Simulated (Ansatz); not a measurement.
The system is Nb.

```
CELL_PARAMETERS angstrom
-1.66395 1.66395 1.66395
1.66395 -1.66395 1.66395
1.66395 1.66395 -1.66395
ATOMIC_POSITIONS crystal
Nb 0.00000 0.00000 0.00000
```

- Program: Ansatz 0.2.0
- Task: relaxation of cell and atoms
- Functional: BLYP
- Potentials or basis: all-electron LAPW, scalar-relativistic
- Basis error allowed: 0.001 eV/atom
- k mesh: 11 × 11 × 11
- Occupations: fermi-dirac, width 0.05 eV
- Spin: no spin polarisation

At the start: volume 18.43 Å³/atom.

How do energy, volume and symmetry change on relaxing?

Over 4 steps the energy falls by 5.8 meV/atom and the volume is 18.89 Å³/atom (+2.5 %); space group Im-3m (No. 229, to 0.05 Å).

The path:
```
step  energy change (eV)  largest force (eV/Å)  volume (Å³)
   1              0.0000                0.0000        18.43
   2             -0.0058                0.0000        18.93
   3             -0.0058                0.0000        18.89
   4             -0.0058                0.0000        18.89
```

Final structure:
```cif
data_structure
_symmetry_space_group_name_H-M 'P 1'
_symmetry_Int_Tables_number 1
_cell_length_a 2.9061
_cell_length_b 2.9061
_cell_length_c 2.9061
_cell_angle_alpha 109.471
_cell_angle_beta 109.471
_cell_angle_gamma 109.471
_cell_volume 18.89
loop_
_atom_site_label
_atom_site_type_symbol
_atom_site_fract_x
_atom_site_fract_y
_atom_site_fract_z
_atom_site_occupancy
Nb1 Nb 0.00000 0.00000 0.00000 1
```
